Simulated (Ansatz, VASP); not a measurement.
Given: the input of a run of VASP 6.6.1 on Ti.

The input INCAR:

```
SYSTEM = Ti
  ALGO = Normal
  EDIFF = 1E-6
  ENCUT = 520
  GGA = PS
  ISIF = 2
  ISMEAR = -1
  LASPH = .TRUE.
  LCHARG = .FALSE.
  LREAL = .FALSE.
  LWAVE = .FALSE.
  NBANDS = 12
  NELM = 80
  PREC = Accurate
  SIGMA = 0.05
```

Contents of KPOINTS:

```
k-points
0
G
  11 11 11
  0 0 0
```

File POSCAR:

```
Ti
1.0
    0.0000000000      2.0025642044      2.0025642044
    2.0025642044      0.0000000000      2.0025642044
    2.0025642044      2.0025642044      0.0000000000
Ti
1
Direct
    0.0000000000      0.0000000000      0.0000000000
```

Potentials or basis: VASP PAW PBE potentials, release 64 (Ti_sv).

The run is started by

```bash
$ cat potpaw_PBE.64/Ti_sv/POTCAR > POTCAR
$ mpirun -np 1 vasp_std > vasp.out
```

**Question.** Set up the same calculation for Ansatz 0.2.0. Potentials there: all-electron LAPW, scalar-relativistic.

**Answer.** As run (the cutoff follows the program's own potentials):

File input.yaml:

```yaml
crystal:
  lattice:
    - [0.0, 2.0025642044, 2.0025642044]
    - [2.0025642044, 0.0, 2.0025642044]
    - [2.0025642044, 2.0025642044, 0.0]
  atoms:
    - { symbol: Ti, position: [0.0, 0.0, 0.0] }
kpoints:
  mp_grid: { grid: [11, 11, 11] }
scf:
  occupations: { method: fermi_dirac, width: 0.05 }
hamiltonian:
  xc: pbesol
  pseudopotentials: { kind: all_electron, lapw: { basis_error: 0.0005 } }
output:
  forces: true
  stress: true
  eigenvalues: true
```

Potentials or basis: all-electron LAPW, scalar-relativistic.

Launch:

```sh
$ ansatz run input.yaml --threads 1 --pin off --max-ram 3072MiB --backend cpu --events-out ev --progress --plain --runs-dir out
```

Both were run:

|  | VASP | Ansatz | Ansatz less VASP |
| --- | --- | --- | --- |
| gap on the k mesh at the Fermi level (eV) | none | none | - |
| pressure (GPa) | 4.1 | 4.4 | +0.32 |

A gap of «none» marks a metal or a gap that the smearing closes. Ansatz ran all-electron here, so the differences hold the error of VASP's frozen core and of both bases.

Caveats: the PAW data sets were made with another functional, which shifts forces and pressure a little (VASP).
